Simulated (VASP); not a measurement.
BAs:

```
B As
1.0
     0.00000    2.40817    2.40817
     2.40817    0.00000    2.40817
     2.40817    2.40817    0.00000
B As
1 1
Direct
  0.75000 0.75000 0.75000
  0.00000 0.00000 0.00000
```

The cell is a database's computed one.

Program: VASP 6.6.1. Alike in all runs: potentials or basis VASP PAW PBE potentials, release 64 (B, As); no spin polarisation; cell as given; cutoff (eV) 450; smearing gaussian 0.02 eV. Hardware: 2 MPI ranks on AMD EPYC 7R43 64-Core Processor (Zen 3) (shared host).

Problem. Order these runs on this cell by their wall time, lowest first.
A. task band structure; level HSE06; k mesh 8 × 8 × 8; further INCAR settings ALGO = Normal; EDIFF = 1e-06; grid for exact exchange (PRECFOCK) Fast; screening parameter 0.2 1/A
B. task dielectric tensor; level PBE; k mesh 12 × 12 × 12; further INCAR settings ALGO = Fast; EDIFF = 1e-08; IBRION = 8
C. task band structure; level PBE; k mesh 12 × 12 × 12; further INCAR settings ALGO = Fast; EDIFF = 1e-06
D. task band structure; level r2SCAN; k mesh 12 × 12 × 12; further INCAR settings ALGO = Normal; EDIFF = 1e-06

Solution. C (16 s), D (87 s), B (210 s), A (1500 s).
